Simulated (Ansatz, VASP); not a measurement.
# One calculation of Al, two programs

```
Al
1.0
     0.00000    2.74152    2.74152
     2.74152    0.00000    2.74152
     2.74152    2.74152    0.00000
Al
2
Cartesian
  -0.4386 -0.9321 -0.9321
  0.4386 0.9321 0.9321
```

Change from the starting cell: shortest bond scaled by 0.64, PAW files.

Alike in both runs: task single point; functional PBEsol; k mesh 10 × 10 × 10; occupations fermi-dirac, width 0.05 eV; no spin polarisation.

|  | VASP | Ansatz |
| --- | --- | --- |
| version | VASP 6.6.1 | Ansatz 0.2.0 |
| potentials or method | VASP PAW PBE potentials, release 64 (Al) | PAW with Ansatz's default frozen-core files, scalar-relativistic |
| plane-wave cutoff (eV) | 520 | 420 |
| valence electrons in the cell | 6 | 6 |

VASP gave:

```
pressure (GPa)                                  : 59.7
largest component of the traceless stress (GPa) : 64.87
rms of the force components (eV/Å)              : 19.222
```

Task: Which values does Ansatz return?

Result: Pressure (GPa): 59.2; largest component of the traceless stress (GPa): 64.48; rms of the force components (eV/Å): 19.098.

Atom by atom the forces differ by 0.124 eV/Å (rms over components).

Caveats: so large a pressure means that the cell lies far from this level's equilibrium, or that cutoff or potentials fall short (VASP); the potentials were made for another functional, which shifts forces and pressure (VASP).
